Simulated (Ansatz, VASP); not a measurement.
**K: VASP beside Ansatz**

```
K
1.0
     3.74157    0.00000    0.00000
     0.00000    3.74157    0.00000
     0.00000    0.00000    3.74157
K
1
Direct
  0.00000 0.00000 0.00000
```

Change from the starting cell: volume scaled by 0.68, PAW files.

Alike in both runs: task single point; functional PBEsol; k mesh 9 × 9 × 9; occupations fermi-dirac, width 0.1 eV; no spin polarisation.

|  | VASP | Ansatz |
| --- | --- | --- |
| version | VASP 6.6.1 | Ansatz 0.2.0 |
| potentials or method | VASP PAW PBE potentials, release 64 (K_sv) | PAW with Ansatz's default frozen-core files, scalar-relativistic |
| plane-wave cutoff (eV) | 520 | 420 |
| valence electrons in the cell | 9 | 9 |

|  | VASP | Ansatz | Ansatz less VASP |
| --- | --- | --- | --- |
| pressure (GPa) | 2.2 | 2.2 | +0.01 |

Caveats: the PAW data sets were made with another functional, which shifts forces and pressure a little (VASP).
